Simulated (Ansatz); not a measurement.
**How far is this SiC from the hull?**

The calculation used DFT PBE, scalar-relativistic, plane waves, PAW in Ansatz 0.2.0. All cells share a 420 eV cutoff and Γ-centred k meshes spaced at most about 0.3 Å⁻¹ (2π included). No spin polarisation.

Energies over the elements count from the elements' standard structures at the same level, with no fitted energy shifts.

These are static total energies at zero pressure. Weakly bound directions are ill-defined at this level, which has no dispersion term (P-6m2), and this can change margins and order among such cells. The reference form of C is held partly by dispersion forces, which this level lacks.

The competitors are the elements and 1 reference phase of this chemical system (from databases or known types: SiC), relaxed at the same level; other known phases may be missing.

The candidate was reached from: Si/C ordered on a cell of C.

```
CELL_PARAMETERS angstrom
3.09662 0.00000 0.00000
-1.54831 2.68176 0.00000
0.00000 0.00000 5.01237
ATOMIC_POSITIONS crystal
Si 0.00000 0.00000 0.00000
C 0.33333 0.66667 0.00000
```

Task: Where does it stand against these competitors?

Result: Not the lowest form: another structure of the same formula lies lower. Its formation energy is 0.299 eV/atom. The lowest competing phase at this composition is this:

| phase | space group | source | share of atoms | ΔE_f (eV/atom) |
| --- | --- | --- | --- | --- |
| SiC | P6_3mc (No. 186) | Materials Project | 1.0000 | -0.204 |

The candidate lies 0.50 eV/atom above this phase. The candidate matches no cell in the subsets of the Crystallography Open Database and the Materials Project at hand. A phase this far over the hull is unlikely to be made.
